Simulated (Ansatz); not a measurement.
InPd in Ansatz: the effect of functional

The system is InPd.

```
CELL_PARAMETERS angstrom
3.31494 0.00000 0.00000
0.00000 3.31494 0.00000
0.00000 0.00000 3.31494
ATOMIC_POSITIONS crystal
In 0.00000 0.00000 0.00000
Pd 0.50000 0.50000 0.50000
```

The cell comes from a database or a generator and needn't be the stable form of this composition.

The cell isn't the ideal one: volume scaled by 1.04.

Alike in all runs:

| Item | Value |
| --- | --- |
| Program | Ansatz 0.2.0 |
| Task | single point |
| Potentials or basis | Ansatz PAW |
| k mesh | 8 × 8 × 8 |
| Occupations | fermi-dirac, width 0.05 eV |
| Spin | no spin polarisation |

```csv
functional,cutoff,pressure (GPa)
LDA,420 eV (not typed: the program's choice for these potentials),-10.9
PBEsol,420 eV (not typed: the program's choice for these potentials),-7.3
r2SCAN,500 eV (not typed: the program's choice for these potentials),?
```

Problem. What does the run with functional r2SCAN give?

Solution. Pressure -5.2 GPa.

Caveats: the PAW data sets come from PBE, with cores solved anew for the run's functional, which leaves a small shift of forces and pressure.
